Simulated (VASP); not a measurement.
# BAs (F-43m) in VASP: notebook, part 3 of 3

VASP 6.6.1. Earlier steps stand in the parts before.

## (6) G0W0 quasiparticle levels, PBE

POSCAR

```
BAs
1.0
    0.0000000000      2.3885000000      2.3885000000
    2.3885000000      0.0000000000      2.3885000000
    2.3885000000      2.3885000000      0.0000000000
As B
1 1
Direct
    0.7500000000      0.7500000000      0.7500000000
    0.0000000000      0.0000000000      0.0000000000
```

INCAR.step1

```
SYSTEM = BAs
PREC = Accurate
ENCUT = 450
EDIFF = 1E-8
ISMEAR = 0
SIGMA = 0.01
LREAL = .False.
LASPH = .True.
NELM = 100
ALGO = Normal
LWAVE = .True.
LCHARG = .False.
GGA = PE
```

INCAR.step2

```
SYSTEM = BAs
PREC = Accurate
ENCUT = 450
EDIFF = 1E-8
ISMEAR = 0
SIGMA = 0.01
LREAL = .False.
LASPH = .True.
NELM = 1
ALGO = Exact
LWAVE = .True.
LCHARG = .False.
GGA = PE
NBANDS = 113
LOPTICS = .True.
ISTART = 1
```

INCAR.step3

```
SYSTEM = BAs
PREC = Accurate
ENCUT = 450
EDIFF = 1E-8
ISMEAR = 0
SIGMA = 0.01
LREAL = .False.
LASPH = .True.
ALGO = EVGW0
LWAVE = .False.
LCHARG = .False.
GGA = PE
NELMGW = 1
NBANDS = 113
ENCUTGW = 200
NOMEGA = 48
PRECFOCK = Fast
ISTART = 1
NBANDSGW = 12
```

KPOINTS

```
Automatic mesh
0
Gamma
  5 5 5
  0 0 0
```

Potentials or basis: VASP PAW PBE potentials, release 64 (As_GW, B_GW).

Started as:

```sh
cat potpaw_PBE.64/As_GW/POTCAR potpaw_PBE.64/B_GW/POTCAR > POTCAR
cp INCAR.step1 INCAR
mpirun -np 1 vasp_std > vasp.out
cp INCAR.step2 INCAR
mpirun -np 1 vasp_std > vasp.out
cp INCAR.step3 INCAR
mpirun -np 1 vasp_std > vasp.out
```

OUTCAR:

```text
SYSTEM = BAs
   PREC = Accurate
   ENCUT = 450
   EDIFF = 1E-8
   ISMEAR = 0
   LREAL = .False.
   LASPH = .True.
   GGA = PE
   NELMGW = 1
   ENCUTGW = 200
   PRECFOCK = Fast
   ISTART = 1

 Found     10 irreducible k-points:

 Following reciprocal coordinates:
            Coordinates               Weight
  0.000000  0.000000  0.000000      1.000000
  0.200000  0.000000  0.000000      8.000000
  0.400000  0.000000  0.000000      8.000000
  0.200000  0.200000  0.000000      6.000000
  0.400000  0.200000  0.000000     24.000000
 -0.400000  0.200000  0.000000     24.000000
   k-points           NKPTS =     10   k-points in BZ     NKDIM =    125   number of bands    NBANDS=    113
   number of dos      NEDOS =    301   number of ions     NIONS =      2
   total plane-waves  NPLWV =  13824
   dimension x,y,z NGX =    24 NGY =   24 NGZ =   24
   dimension x,y,z NGXF=    48 NGYF=   48 NGZF=   48
   ions per type =               1   1
   NGX,Y,Z   is equivalent  to a cutoff of  11.81, 11.81, 11.81 a.u.
   NGXF,Y,Z  is equivalent  to a cutoff of  23.62, 23.62, 23.62 a.u.
 SYSTEM =  BAs
   PREC   = accura    normal or accurate (medium, high low for compatibility)
   ISTART =      1    job   : 0-new  1-cont  2-samecut
   ICHARG =      0    charge: 1-file 2-atom 10-const
   ISPIN  =      1    spin polarized calculation?
   LNONCOLLINEAR =      F non collinear calculations
   LSORBIT =      F    spin-orbit coupling
   LASPH  =      T    aspherical Exc in radial PAW
   ENCUT  =  450.0 eV  33.07 Ry    5.75 a.u.   5.84  5.84  5.84*2*pi/ulx,y,z
   NELM   =     60;   NELMIN=  2; NELMDL=  0     # of ELM steps
   EDIFF  = 0.1E-07   stopping-criterion for ELM
   LREAL  =      F    real-space projection
   EDIFFG = 0.1E-06   stopping-criterion for IOM
   NSW    =      0    number of steps for IOM
   IBRION =     -1    ionic relax: 0-MD 1-quasi-New 2-CG
   NFREE  =      0    steps in history (QN), initial steepest desc. (CG)
   ISIF   =      0    stress and relaxation
   ISYM   =      3    0-nonsym 1-usesym 2-fastsym
   POTIM  = 0.5000    time-step for ionic-motion
   TEBEG  =    0.0;   TEEND  =   0.0 temperature during run
   PSTRESS=    0.0 pullay stress
   NELECT =       8.0000    total number of electrons
   NUPDOWN=      -1.0000    fix difference up-down
   EMIN   =  10.00;   EMAX   =-10.00  energy-range for DOS
   EFERMI =   0.00;   METHOD = LEGACY
   ISMEAR =     0;   SIGMA  =   0.01  broadening in eV -4-tet -1-fermi 0-gaus
   EFERMI_NEDOS =   21; number of points for ismear=-14 and -15
   IALGO  =     38    algorithm
   IMIX   =      4    mixing-type and parameters
     AMIX     =   0.40;   BMIX     =  1.00
     AMIX_MAG =   1.60;   BMIX_MAG =  1.00
  volume/ion in A,a.u.               =      13.63        91.95
  Fermi-wavevector in a.u.,A,eV,Ry     =   1.088018  2.056057 16.106360  1.183784
  Thomas-Fermi vector in A             =   2.224191
   LORBIT       =      0    0 simple, 1 ext, 2 COOP (PROOUT), +10 PAW based schemes
   GGA     = PE    functional components
   LHFCALC =     T    Hartree Fock is set to
   PRECFOCK=fast      Normal, Fast or Accurate (Low or Medium for compatibility)
   ENCUT4O =  -1.0   cutoff for four orbital integrals eV
   NKREDX  =     1    reduce k-point grid by
   NKREDY  =     1    reduce k-point grid by
   NKREDZ  =     1    reduce k-point grid by
   AEXX    =    1.0000 exact exchange contribution
   HFSCREEN=    0.0000 screening length (either q_TF or 0.3 A-1)
   HFSCREENC=   0.0000 screening length for correlation (either q_TF or 0.3 A-1)
   ENCUTFOCK=  -1.0 apply spherical cutoff to Coloumb kernel
   IVDW    =     0    specifies the selected vdW correction
   LEPSILON=     F    determine dielectric tensor
   LRPA    =     F    only Hartree local field effects (RPA)
   LRPAFORCE           =     F    calculate RPA forces
   ENCUTGW             = 200.0    cutoff for response function in eV
   ENCUTGWSOFT         = 160.0    soft cutoff for Coulomb kernel in GW response function in eV
   ENCUTLF             =  -1.0    cutoff for local field effects
   NELMGW              =     1    number of iterations in solving QP/BSE equation
   NELMHF              =     1    number of iterations in the inner HF iteration
   NKREDLFX            =     1    NKREDLFY  =   1   NKREDLFZ  =   1
 non-spin polarized calculation
 Gauss-broadening in eV      SIGMA  =   0.01
  energy-cutoff  :      450.00
  volume of cell :       27.25
 maximum number of plane-waves:       609
  NGX = 14; NGY = 14; NGZ = 14
   NGX = 11   NGY = 11   NGZ = 11
 maximum number of plane-waves:       183

 QP shifts <psi_nk| G(iteration)W_0 |psi_nk>: iteration 1
 for sc-GW calculations column KS-energies equals QP-energies in previous step
 and V_xc(KS)=  KS-energies - (<T + V_ion + V_H > + <T+V_H+V_ion>^1  + <V_x>^1)

 k-point   1 :       0.0000    0.0000    0.0000
  band No.  KS-energies  QP-energies   sigma(KS)   V_xc(KS)     V^pw_x(r,r')   Z            occupation Imag(sigma)

      1      -9.2298     -10.0511     -12.8244     -11.6533     -19.5965       0.7013       2.0000       1.2302
      2       6.1792       5.6177     -13.3051     -12.5912     -14.1018       0.7865       2.0000       0.0758
      3       6.1792       5.6177     -13.3051     -12.5912     -14.1018       0.7865       2.0000       0.0758
      4       6.1792       5.6177     -13.3051     -12.5912     -14.1018       0.7865       2.0000       0.0758
      5       9.4487       9.7253     -11.0315     -11.3847      -6.6941       0.7830       0.0000      -0.0646
      6       9.4487       9.7253     -11.0315     -11.3847      -6.6941       0.7830       0.0000      -0.0646
      7       9.4487       9.7253     -11.0315     -11.3847      -6.6941       0.7830       0.0000      -0.0646
      8      10.8403      11.3615     -11.9289     -12.6146      -6.5916       0.7601       0.0000      -0.0998
      9      15.7464      15.7451      -8.9313      -8.9297      -3.0870       0.7833       0.0000      -0.2700
     10      19.1217      19.1471     -10.3760     -10.4086      -4.3819       0.7790       0.0000      -0.3501
     11      19.1217      19.1471     -10.3760     -10.4086      -4.3819       0.7790       0.0000      -0.3501
     12      20.5359      20.4342      -9.1641      -9.0334      -2.5193       0.7778       0.0000      -0.6638

 k-point   2 :       0.2000    0.0000    0.0000
  band No.  KS-energies  QP-energies   sigma(KS)   V_xc(KS)     V^pw_x(r,r')   Z            occupation Imag(sigma)

      1      -8.5808      -9.3880     -12.8506     -11.7127     -19.3961       0.7094       2.0000       1.1572
      2       2.4144       1.7332     -12.8442     -11.9521     -14.8785       0.7635       2.0000       0.1166
      3       5.3016       4.7234     -13.1161     -12.3781     -14.1597       0.7834       2.0000       0.0802
      4       5.3016       4.7234     -13.1161     -12.3781     -14.1597       0.7834       2.0000       0.0802
      5       9.3750       9.6697     -11.2453     -11.6235      -6.6798       0.7792       0.0000      -0.0711
      6      10.5639      10.8553     -11.1507     -11.5263      -6.4539       0.7759       0.0000      -0.0799
      7      10.5639      10.8553     -11.1507     -11.5263      -6.4539       0.7759       0.0000      -0.0799
      8      13.3512      13.7240     -11.5753     -12.0745      -5.6662       0.7469       0.0000      -0.1715
      9      17.3351      17.3246      -9.7724      -9.7590      -3.9732       0.7821       0.0000      -0.3018
     10      17.3351      17.3246      -9.7724      -9.7590      -3.9732       0.7821       0.0000      -0.3018
     11      17.3892      17.4558      -9.1474      -9.2334      -3.0543       0.7741       0.0000      -0.3521
     12      20.0505      20.0662      -9.2744      -9.2948      -2.8086       0.7698       0.0000      -0.5126
[... 36 lines left out ...]
      1      -6.9591      -7.7074     -12.9390     -11.9044     -18.9009       0.7233       2.0000       0.9433
      2      -0.3583      -1.1085     -12.8927     -11.8755     -16.2125       0.7375       2.0000       0.2308
      3       2.6964       2.0149     -12.7454     -11.8568     -14.6175       0.7670       2.0000       0.1067
      4       3.2999       2.6324     -12.8636     -11.9973     -14.6359       0.7705       2.0000       0.0982
      5       8.7733       8.9049     -10.4715     -10.6384      -6.0965       0.7885       0.0000      -0.0731
      6      11.5750      11.8713     -10.7778     -11.1643      -5.4548       0.7667       0.0000      -0.1171
      7      12.9819      13.1697     -10.8708     -11.1152      -5.5184       0.7685       0.0000      -0.1412
      8      13.4483      13.7613     -11.1688     -11.5811      -5.5290       0.7592       0.0000      -0.1633
      9      18.0328      18.2642     -10.8405     -11.1500      -3.9349       0.7480       0.0000      -0.4481
     10      20.4405      20.6160      -9.9843     -10.2133      -3.3271       0.7665       0.0000      -0.5726
     11      21.1071      21.1989     -10.3976     -10.5170      -3.6928       0.7686       0.0000      -0.5847
     12      23.0380      23.1564      -9.9324     -10.0882      -2.9695       0.7593       0.0000      -0.7219

 k-point   6 :      -0.4000    0.2000    0.0000
  band No.  KS-energies  QP-energies   sigma(KS)   V_xc(KS)     V^pw_x(r,r')   Z            occupation Imag(sigma)

      1      -5.9363      -6.6351     -13.1199     -12.1595     -18.6678       0.7276       2.0000       0.7939
      2      -2.0685      -2.8613     -12.5875     -11.4923     -16.6774       0.7239       2.0000       0.3607
      3       1.6260       0.9049     -12.6127     -11.6610     -14.9275       0.7577       2.0000       0.1318
      4       3.6696       3.0128     -12.9707     -12.1211     -14.6323       0.7731       2.0000       0.0951
      5       9.2453       9.4052     -10.4587     -10.6620      -5.9066       0.7866       0.0000      -0.0790
      6      12.2853      12.5876     -11.1094     -11.5054      -5.6888       0.7632       0.0000      -0.1289
      7      12.6744      12.9686     -10.9077     -11.2929      -5.4466       0.7638       0.0000      -0.1408
      8      15.2527      15.5602     -11.0607     -11.4729      -4.6178       0.7459       0.0000      -0.2752
      9      17.2871      17.3768     -10.2659     -10.3835      -4.0257       0.7625       0.0000      -0.3430
     10      18.7159      18.7578     -10.2268     -10.2808      -3.9765       0.7742       0.0000      -0.4168
     11      21.1921      21.2518      -9.5424      -9.6202      -2.9069       0.7678       0.0000      -0.5746
     12      23.3227      23.6087     -11.0892     -11.4728      -3.4594       0.7458       0.0000      -0.9016

 [... further k-points ...]
```

Run time: 2 min. Hardware: 1 thread of Intel Xeon Platinum 8259CL at 2.50GHz (Skylake/Cascade Lake), shared host; peak memory 0.35 GiB.

The run converged, but some of its settings lie outside the range that counts as converged, so its numbers aren't taken as properties of the crystal.

Results:

```
Band gap on the k mesh, mean-field level : 1.17 eV, indirect (least direct gap 3.27 eV)
Quasiparticle gap                        : 1.76 eV
Least direct quasiparticle gap           : 4.11 eV
```

Caveat: the k mesh is coarse (spacing up to 0.46 Å⁻¹), so the values aren't converged; bands, screening cutoff and mesh are small and nothing is extrapolated, so the quasiparticle values aren't converged; an odd mesh through Γ misses points on the zone boundary, where band edges often lie.

## (7) For comparison

An earlier run on the cell as given: functional PBE; potentials or basis VASP PAW PBE potentials, release 64 (As, B); cutoff 520 eV; k mesh 10 × 10 × 10; occupations fermi-dirac, width 0.05 eV; no spin polarisation.

- Pressure: 3.4 GPa
- Band gap on the k mesh: 1.18 eV, indirect (least direct gap 3.28 eV)

## (8) The runs side by side

| task | level | k mesh | smearing | ladder | grid for exact exchange (PRECFOCK) | screening parameter | exchange at q = 0 | share of exact exchange | gap on the mesh (eV) | pressure (GPa) |
| --- | --- | --- | --- | --- | --- | --- | --- | --- | --- | --- |
| band structure | HSE06 | 6 × 6 × 6 | gaussian 0.02 eV | gaps | Fast | 0.2 1/A | - | - | 1.96 | -0.6 |
| band structure | HSE03 | 6 × 6 × 6 | gaussian 0.02 eV | gaps | Fast | - | - | - | 1.78 | -0.2 |
| band structure | PBE0 | 6 × 6 × 6 | gaussian 0.02 eV | gaps | Fast | - | truncated | - | 2.62 | -0.7 |
| band structure | r2SCAN-EpsX | 6 × 6 × 6 | gaussian 0.02 eV | gaps | Fast | - | truncated | 0.1013 | 1.96 | -0.3 |
| single point | PBE | 10 × 10 × 10 | fermi-dirac 0.05 eV | - | - | - | - | - | 1.18 | 3.4 |

Alike in all rows: potentials or basis VASP PAW PBE potentials, release 64 (As, B); no spin polarisation; cell as given; cutoff (eV) 520.

On the cell as given the gap runs from 1.18 eV (PBE) to 2.54 eV (PBE0); the meshes differ, which moves gaps too. The pressure there spans -0.7 GPa (PBE0) to 3.4 GPa (PBE); a positive pressure means that this level wants a larger cell, a negative one a smaller.

Caveats: the PAW data sets were made with another functional, which shifts forces and pressure a little (some runs); the mesh misses the band edges, which the band path finds closer together (some runs).

Total energies depend on the potentials used, so only differences within one code and one set of settings carry meaning.
